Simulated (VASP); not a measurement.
# TiC (Fm-3m) in VASP: notebook, part 2 of 2

VASP 6.6.1. The steps go on from the part before.

### 3 Relaxation of cell and atoms, PBE

This run uses another cell than the first one, of 10.18 Å³/atom, 1.011 times its volume.

Contents of INCAR:

```
PREC     = Accurate       # precision mode
ENCUT    = 520            # plane-wave cutoff, eV
EDIFF    = 1E-7           # SCF threshold, eV
ISMEAR   = 0              # smearing method
SIGMA    = 0.1            # smearing width, eV
LREAL    = F              # projectors in reciprocal space
LASPH    = T              # aspherical terms in the spheres
NELM     = 120            # most SCF steps
ALGO     = Normal         # electronic algorithm
ISIF     = 3              # what is computed and relaxed
LWAVE    = F              # write WAVECAR
LCHARG   = F              # write CHGCAR
GGA      = PE             # functional
IBRION   = 2              # ionic algorithm
NSW      = 60             # ionic steps
EDIFFG   = -0.005         # ionic threshold
POTIM    = 0.3            # step
```

Contents of KPOINTS:

```
regular mesh
0
Gamma
  17 17 17
```

Contents of POSCAR:

```
TiC                                     
1.0
    0.0000000000      2.1670698872      2.1670698872
    2.1670698872      0.0000000000      2.1670698872
    2.1670698872      2.1670698872      0.0000000000
  Ti              C             
     1     1
Direct
     0.0000000000000000    0.0000000000000000    0.0000000000000000
     0.5000000000000000    0.5000000000000000    0.5000000000000000
```

Potentials or basis: VASP PAW PBE potentials, release 64 (Ti_sv, C).

Launch:

```bash
> cat potpaw_PBE.64/Ti_sv/POTCAR potpaw_PBE.64/C/POTCAR > POTCAR
> mpirun -np 1 vasp_std > vasp.out
```

OUTCAR:

```text
PREC = Accurate
   ENCUT = 520
   EDIFF = 1E-7
   ISMEAR = 0
   LREAL = F
   LASPH = T
   NELM = 120
   ISIF = 3
   GGA = PE
   IBRION = 2
   NSW = 60
   EDIFFG = -0.005
   POTIM = 0.3

 ion  position               nearest neighbor table
   1  0.000  0.000  0.000-   2 2.17   2 2.17   2 2.17   2 2.17   2 2.17   2 2.17
   2  0.500  0.500  0.500-   1 2.17   1 2.17   1 2.17   1 2.17   1 2.17   1 2.17

  LATTYP: Found a face centered cubic cell.
 ALAT       =     4.3341397744

  Lattice vectors:

 A1 = (   0.0000000000,   2.1670698872,   2.1670698872)
 A2 = (   2.1670698872,   0.0000000000,   2.1670698872)
 A3 = (   2.1670698872,   2.1670698872,   0.0000000000)

Analysis of symmetry for initial positions (statically):
=====================================================================
 Subroutine PRICEL returns:
 Original cell was already a primitive cell.

 Routine SETGRP: Setting up the symmetry group for a
 face centered cubic supercell.

 Subroutine GETGRP returns: Found 48 space group operations
 (whereof 48 operations were pure point group operations)
 out of a pool of 48 trial point group operations.

The static configuration has the point symmetry O_h .

Analysis of symmetry for dynamics (positions and initial velocities):
=====================================================================
 Subroutine PRICEL returns:
 Original cell was already a primitive cell.

 Routine SETGRP: Setting up the symmetry group for a
 face centered cubic supercell.

 Subroutine GETGRP returns: Found 48 space group operations
 (whereof 48 operations were pure point group operations)
 out of a pool of 48 trial point group operations.

The dynamic configuration has the point symmetry O_h .

 Subroutine INISYM returns: Found 48 space group operations
 (whereof 48 operations are pure point group operations),
 and found     1 'primitive' translations

----------------------------------------------------------------------------------------

[... 118 lines left out ...]
   LHFCALC =     F    Hartree Fock is set to
   AEXX    =    0.0000 exact exchange contribution
   IVDW    =     0    specifies the selected vdW correction
   LEPSILON=     F    determine dielectric tensor
   LRPA    =     F    only Hartree local field effects (RPA)
 conjugate gradient relaxation of ions
 non-spin polarized calculation
 Gauss-broadening in eV      SIGMA  =   0.10
  energy-cutoff  :      520.00
  volume of cell :       20.35
 maximum number of plane-waves:       560
   NGX = 11   NGY = 11   NGZ = 11

 number of electron      16.0000000 magnetization

 Free energy of the ion-electron system (eV)
  ---------------------------------------------------
  ext. energy  EPLUGINS =         0.00000000
  ---------------------------------------------------
  free energy    TOTEN  =       -18.70978733 eV

  energy without entropy =      -18.70800614  energy(sigma->0) =      -18.70889674

 E-fermi :   9.3922     XC(G=0): -12.6883

 val. band max:        9.3702382458   @ k =   0.2941   0.2353   0.0000
 cond. band min:       9.4260271752   @ k =  -0.0588   0.0588   0.0000
 fundamental gap:      0.0557889294
 Fermi energy:         9.3922434585

 k-point     1 :       0.0000    0.0000    0.0000
  band No.  band energies     occupation
      1     -47.2050      2.00000
      2     -23.2300      2.00000
      3     -23.2300      2.00000
      4     -23.2300      2.00000
      5      -2.9977      2.00000
      6      10.0827      0.00000
      7      10.0827      0.00000
      8      10.0827      0.00000
      9      11.0654      0.00000
     10      11.0654      0.00000
     11      11.0654      0.00000
     12      11.0985      0.00000
[... 331 lines left out ...]
 k-point    24 :      -0.1176    0.0588    0.0000
  band No.  band energies     occupation
      1     -47.1905      2.00000
      2     -23.3255      2.00000
      3     -23.2524      2.00000
      4     -23.2339      2.00000
      5      -2.5167      2.00000
      6       8.4245      2.00000
      7       8.7167      2.00000
      8       8.9055      2.00000
      9      10.3574      0.00000
     10      10.8855      0.00000
     11      11.8852      0.00000
     12      12.8866      0.00000

 [... further k-points ...]
[... 5 lines left out ...]
  --------------------------------------------------------------------------------------
  -------------------------------------------------------------------------------------
  Total        0.0005555      0.0005555      0.0005555      0.0000000      0.0000000     -0.0000000
  in kB        0.0437296      0.0437296      0.0437296      0.0000000      0.0000000     -0.0000000
  external PRESSURE =       0.0437296 kB  Pullay stress =       0.0000000 kB

 VOLUME and BASIS-vectors are now :
 -----------------------------------------------------------------------------
  energy-cutoff  :      520.00
  volume of cell :       20.35
      direct lattice vectors                 reciprocal lattice vectors
     0.000000000  2.167069887  2.167069887    -0.230726292  0.230726292  0.230726292
     2.167069887  0.000000000  2.167069887     0.230726292 -0.230726292  0.230726292
     2.167069887  2.167069887  0.000000000     0.230726292  0.230726292 -0.230726292

 POSITION                                       TOTAL-FORCE (eV/Angst)
 -----------------------------------------------------------------------------------
      0.00000      0.00000      0.00000         0.000000      0.000000      0.000000
      2.16707      2.16707      2.16707        -0.000000     -0.000000     -0.000000
 -----------------------------------------------------------------------------------
    total drift:                                0.000000     -0.000000     -0.000000

  FREE ENERGIE OF THE ION-ELECTRON SYSTEM (eV)
  ---------------------------------------------------
  free  energy   TOTEN  =       -18.7097873334 eV

  energy  without entropy=      -18.7080061404  energy(sigma->0) =      -18.70889674

 reached required accuracy - stopping structural energy minimisation
```

Run time: 13 s. Hardware: 1 thread of Intel Xeon 6975P-C (Granite Rapids), shared host; peak memory 0.17 GiB.

What came out:

```yaml
Free_energy: -18.7098 eV
Pressure_after_relaxing: 0.0 GPa
Band_gap_on_the_k_mesh: none (metal or under the smearing width)
```

Final structure:
```cif
data_structure
_symmetry_space_group_name_H-M 'P 1'
_symmetry_Int_Tables_number 1
_cell_length_a 3.0647
_cell_length_b 3.0647
_cell_length_c 3.0647
_cell_angle_alpha 60.000
_cell_angle_beta 60.000
_cell_angle_gamma 60.000
_cell_volume 20.35
loop_
_atom_site_label
_atom_site_type_symbol
_atom_site_fract_x
_atom_site_fract_y
_atom_site_fract_z
_atom_site_occupancy
Ti1 Ti 0.00000 0.00000 0.00000 1
C1 C 0.50000 0.50000 0.50000 1
```

Levels at points of the mesh, in eV from the Fermi level:
```csv
k point,band 5,band 6,band 7,band 8,band 9,band 10,band 11,band 12
"(0.00, 0.00, 0.00)",-12.39,0.69,0.69,0.69,1.67,1.67,1.67,1.71
```

Caveat: the relaxation stopped at its first step, so nothing moved.
